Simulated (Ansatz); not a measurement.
# Molybdenum, fcc under revPBE: structure, energy and stiffness, part 2 of 2

What does revPBE give for molybdenum in the fcc structure? We relax it, solve it on a dense k-mesh, then scale the cell to 7 volumes from 88 to 112 % of the relaxed one and try a fit of the equation of state. Spin polarisation is left out. The k-meshes are 14×14×14 for the relaxation; 22×22×22 for the dense run; 15×15×15 for the volumes.

Ansatz 0.2.0; DFT, revPBE, plane waves (420 eV) with PAW, scalar-relativistic.

### 7 The cell scaled to 100 % of its volume

This is Mo in the fcc structure; at room conditions it is bcc.

input.yaml

```yaml
crystal:
  lattice:
    - [0.0, 2.008332944, 2.008332944]
    - [2.008332944, 0.0, 2.008332944]
    - [2.008332944, 2.008332944, 0.0]
  atoms:
    - { symbol: Mo, position: [0.0, 0.0, 0.0] }
hamiltonian:
  xc: revpbe
  pseudopotentials:
    kind: paw
    azcp:
      Mo: "pseudopotentials/Mo.paw.azcp"
basis:
  ecutwfc: 420
  fft_grid_basis: typed
kpoints:
  mp_grid: { grid: [15, 15, 15], shift: [0, 0, 0] }
magnetization:
  spin_polarized: false
scf:
  occupations: { method: fermi_dirac, width: 0.1 }
  lower_state_search: "off"
output:
  stress: true
```

Standard output, shortened:

```text
Warning: RAYON_NUM_THREADS=2 ignored (pool sized by the plan → 2); use --threads N
[...]
Pseudopotentials: kind: paw
Pseudopotential: Mo, paw, valence charge 14, recommended cutoff 420 eV (normal), <dir>
Functional definition: revPBE
[...]
Crystal: 1 atoms, lattice volume = 16.201 Å³
Basis set: ecut = 420 eV, 331 PW (Γ)
Bands: 11, of which v1, the nominal top of the filled ones, is band 7 counted from 1 (6 counted from 0)
Symmetry: 48 space group operations
Space group: Fm-3m (ITA 225), of the structure as read, at distance tolerance 2.5e-5 Å
k-points: 120 of 3375
[...]
SCF iter   1: F=—  HF=-4960.608703 eV  |F-HF|=—  |Δ(HF+E_count)|=         —  Δρ=4.43e-3  dr2=2.92e-3  ethr=1.77e-3  ⟨swp⟩=5.0  Hψ=7725  notcnv=0
[...]
SCF iter   6: F=-4960.607809 eV  HF=-4960.607809 eV  |F-HF|=9.09e-13  |Δ(HF+E_count)|=  3.00e-10  Δρ=2.21e-7  dr2=1.97e-12  ethr=8.13e-12  ⟨swp⟩=1.4  Hψ=3996  notcnv=0
[...]
SCF converged after 6 iterations
Free energy (F): -4960.607809 eV
[...]
E sigma→0 (E₀):  -4960.586034 eV
Entropy (-TS):   -0.043550 eV (-43.550 meV/atom)
Fermi energy:    19.888894 eV
[...]
--- Stress (GPa, compression-positive) ---
        0.262271       0.000000       0.000000
        0.000000       0.262271      -0.000000
        0.000000       0.000000       0.262271
  P = ⅓ Tr σ = 0.2623 GPa (2.623 kbar)
```

Wall time 0.65 s (2 threads of an Arm CPU, shared host); peak memory 0.27 GiB.

### 8 The cell scaled to 104 % of its volume

Changes to input.yaml since step 7:

```diff
@@ -2,5 +2,5 @@
   lattice:
-    - [0.0, 2.008332944, 2.008332944]
-    - [2.008332944, 0.0, 2.008332944]
-    - [2.008332944, 2.008332944, 0.0]
+    - [0.0, 2.0347614082, 2.0347614082]
+    - [2.0347614082, 0.0, 2.0347614082]
+    - [2.0347614082, 2.0347614082, 0.0]
   atoms:
```

Standard output, shortened:

```text
Warning: RAYON_NUM_THREADS=2 ignored (pool sized by the plan → 2); use --threads N
[...]
[... 3 set-up lines as earlier in the session ...]
[...]
Crystal: 1 atoms, lattice volume = 16.849 Å³
Basis set: ecut = 420 eV, 331 PW (Γ)
Bands: 11, of which v1, the nominal top of the filled ones, is band 7 counted from 1 (6 counted from 0)
[... 1 set-up line as earlier in the session ...]
Space group: Fm-3m (ITA 225), of the structure as read, at distance tolerance 2.6e-5 Å
k-points: 120 of 3375
[...]
SCF iter   1: F=—  HF=-4960.592065 eV  |F-HF|=—  |Δ(HF+E_count)|=         —  Δρ=4.27e-3  dr2=2.82e-3  ethr=1.77e-3  ⟨swp⟩=5.0  Hψ=7666  notcnv=0
[...]
SCF iter   6: F=-4960.591271 eV  HF=-4960.591271 eV  |F-HF|=0.00e0  |Δ(HF+E_count)|=  6.39e-10  Δρ=2.31e-7  dr2=1.54e-12  ethr=1.32e-11  ⟨swp⟩=1.0  Hψ=3972  notcnv=0
[...]
SCF converged after 6 iterations
Free energy (F): -4960.591271 eV
[...]
E sigma→0 (E₀):  -4960.568508 eV
Entropy (-TS):   -0.045526 eV (-45.526 meV/atom)
Fermi energy:    18.991482 eV
[...]
--- Stress (GPa, compression-positive) ---
       -8.152561       0.000000      -0.000000
        0.000000      -8.152561      -0.000000
       -0.000000      -0.000000      -8.152561
  P = ⅓ Tr σ = -8.1526 GPa (-81.526 kbar)
```

It took 0.67 s on 2 threads of an Arm CPU, shared host; peak memory 0.27 GiB.

### 9 The cell scaled to 108 % of its volume

Changes to input.yaml since step 8:

```diff
@@ -2,5 +2,5 @@
   lattice:
-    - [0.0, 2.0347614082, 2.0347614082]
-    - [2.0347614082, 0.0, 2.0347614082]
-    - [2.0347614082, 2.0347614082, 0.0]
+    - [0.0, 2.0605206163, 2.0605206163]
+    - [2.0605206163, 0.0, 2.0605206163]
+    - [2.0605206163, 2.0605206163, 0.0]
   atoms:
```

Standard output, shortened:

```text
Warning: RAYON_NUM_THREADS=2 ignored (pool sized by the plan → 2); use --threads N
[...]
[... 3 set-up lines as earlier in the session ...]
[...]
Crystal: 1 atoms, lattice volume = 17.497 Å³
Basis set: ecut = 420 eV, 331 PW (Γ)
Bands: 11, of which v1, the nominal top of the filled ones, is band 7 counted from 1 (6 counted from 0)
[... 2 set-up lines as earlier in the session ...]
k-points: 120 of 3375
[...]
SCF iter   1: F=—  HF=-4960.544689 eV  |F-HF|=—  |Δ(HF+E_count)|=         —  Δρ=4.13e-3  dr2=2.73e-3  ethr=1.77e-3  ⟨swp⟩=4.9  Hψ=7684  notcnv=0
[...]
SCF iter   6: F=-4960.543982 eV  HF=-4960.543982 eV  |F-HF|=1.82e-12  |Δ(HF+E_count)|=   1.29e-9  Δρ=3.80e-7  dr2=5.27e-12  ethr=2.09e-11  ⟨swp⟩=1.0  Hψ=3974  notcnv=0
[...]
SCF converged after 6 iterations
Free energy (F): -4960.543982 eV
[...]
E sigma→0 (E₀):  -4960.520116 eV
Entropy (-TS):   -0.047734 eV (-47.734 meV/atom)
Fermi energy:    18.158296 eV
[...]
--- Stress (GPa, compression-positive) ---
      -14.992816       0.000000       0.000000
        0.000000     -14.992816      -0.000000
        0.000000      -0.000000     -14.992816
  P = ⅓ Tr σ = -14.9928 GPa (-149.928 kbar)
```

Wall time 0.69 s (2 threads of an Arm CPU, shared host); peak memory 0.27 GiB.

### 10 The cell scaled to 112 % of its volume

Changes to input.yaml since step 9:

```diff
@@ -2,5 +2,5 @@
   lattice:
-    - [0.0, 2.0605206163, 2.0605206163]
-    - [2.0605206163, 0.0, 2.0605206163]
-    - [2.0605206163, 2.0605206163, 0.0]
+    - [0.0, 2.0856513933, 2.0856513933]
+    - [2.0856513933, 0.0, 2.0856513933]
+    - [2.0856513933, 2.0856513933, 0.0]
   atoms:
```

Standard output, shortened:

```text
Warning: RAYON_NUM_THREADS=2 ignored (pool sized by the plan → 2); use --threads N
[...]
[... 3 set-up lines as earlier in the session ...]
[...]
Crystal: 1 atoms, lattice volume = 18.145 Å³
Basis set: ecut = 420 eV, 339 PW (Γ)
Bands: 11, of which v1, the nominal top of the filled ones, is band 7 counted from 1 (6 counted from 0)
[... 2 set-up lines as earlier in the session ...]
k-points: 120 of 3375
[...]
SCF iter   1: F=—  HF=-4960.472395 eV  |F-HF|=—  |Δ(HF+E_count)|=         —  Δρ=3.95e-3  dr2=2.62e-3  ethr=1.77e-3  ⟨swp⟩=5.0  Hψ=7686  notcnv=0
[...]
SCF iter   6: F=-4960.471746 eV  HF=-4960.471746 eV  |F-HF|=5.46e-11  |Δ(HF+E_count)|=   7.49e-9  Δρ=1.85e-6  dr2=1.71e-10  ethr=1.25e-10  ⟨swp⟩=1.1  Hψ=4016  notcnv=0
[...]
SCF converged after 6 iterations
Free energy (F): -4960.471746 eV
[...]
E sigma→0 (E₀):  -4960.446702 eV
Entropy (-TS):   -0.050086 eV (-50.086 meV/atom)
Fermi energy:    17.382321 eV
[...]
--- Stress (GPa, compression-positive) ---
      -20.528832       0.000000       0.000000
        0.000000     -20.528832      -0.000000
        0.000000      -0.000000     -20.528832
  P = ⅓ Tr σ = -20.5288 GPa (-205.288 kbar)
```

Wall time 0.79 s (2 threads of an Arm CPU, shared host); peak memory 0.27 GiB.

### 11 Energy and pressure against volume

The cell was scaled evenly, with its shape and the fractional positions fixed.

| V (Å³/atom) | E − E₀ (meV/atom) | P from the stress (GPa) | P from the fit (GPa) |
| --- | --- | --- | --- |
| 14.257 | 210.1 | 38.51 | 38.50 |
| 14.905 | 87.0 | 23.17 | 22.98 |
| 15.553 | 20.3 | 10.58 | 10.35 |
| 16.201 | -0.1 | 0.26 | 0.05 |
| 16.849 | 17.4 | -8.15 | -8.38 |
| 17.497 | 65.8 | -14.99 | -15.27 |
| 18.145 | 139.2 | -20.53 | -20.93 |

A third-order Birch-Murnaghan fit gives V₀ = 16.204 Å³/atom, B₀ = 232 GPa and B₀′ = 4.0; it misses no point by more than 0.13 meV/atom.

The fit is made to E(σ → 0), while the stress belongs to the free energy F; that is one source of the offset between the two pressures.

### 12 What came out

What follows sums up all 2 parts.

| quantity | value |
| --- | --- |
| space group (spins left aside) | Fm-3m (No. 225) |
| conventional cell | a = 4.017 Å |
| volume | 16.201 Å³/atom |
| shortest distance | 2.840 Å |
| gap on the mesh | none (levels filled in part) |
| relative to bcc | +424 meV/atom |
| V₀, B₀, B₀′ | 16.204 Å³/atom, 232 GPa, 4.0 |

**Reading.** The relaxation enlarged the cell by 3.9 % in volume. Against the reference form of molybdenum (bcc, computed apart with the same settings) it stands 424 meV/atom higher. Levels at the Fermi energy are filled in part, as in a metal. The fitted modulus is 232 GPa. The symmetry was held, so the structure may be unstable against distortions that break it.
